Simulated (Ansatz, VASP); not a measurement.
## Two plane-wave programs on Mg2ZnO3

```
Mg Zn O
1.0
     3.03300    0.00000    0.00000
    -1.51650    2.62665    0.00000
     0.00000    0.00000    7.40332
Mg Zn O
2 1 3
Direct
  0.33333 0.66667 0.66580
  0.66667 0.33333 0.33420
  0.00000 0.00000 0.00000
  0.33333 0.66667 0.17262
  0.66667 0.33333 0.82738
  0.00000 0.00000 0.50000
```

The cell comes from a database or a generator and needn't be the stable form of this composition.

Alike in both runs: task single point; functional PBEsol; dispersion D4; k mesh 7 × 7 × 3; no spin polarisation; Hubbard terms Zn d U = 6.0 eV.

|  | VASP | Ansatz |
| --- | --- | --- |
| version | VASP 6.6.1 | Ansatz 0.2.0 |
| potentials or method | VASP PAW PBE potentials, release 64 (Mg, Zn, O) | plane waves, PAW |
| plane-wave cutoff (eV) | 520 | 420 |
| occupations | gaussian, width 0.01 eV | fixed |
| valence electrons in the cell | 34 | 50 |

|  | VASP | Ansatz | Ansatz less VASP |
| --- | --- | --- | --- |
| gap on the k mesh at the Fermi level (eV) | 3.13 | 3.02 | -0.109 |
| dispersion energy (meV/atom) | -110.4 | -110.4 | -0.02 |

The programs project onto different local orbitals, so the same U acts differently. The two sets of potentials don't hold the same shells in valence.

Caveats: an odd mesh through Γ misses points on the zone boundary, where band edges often lie.
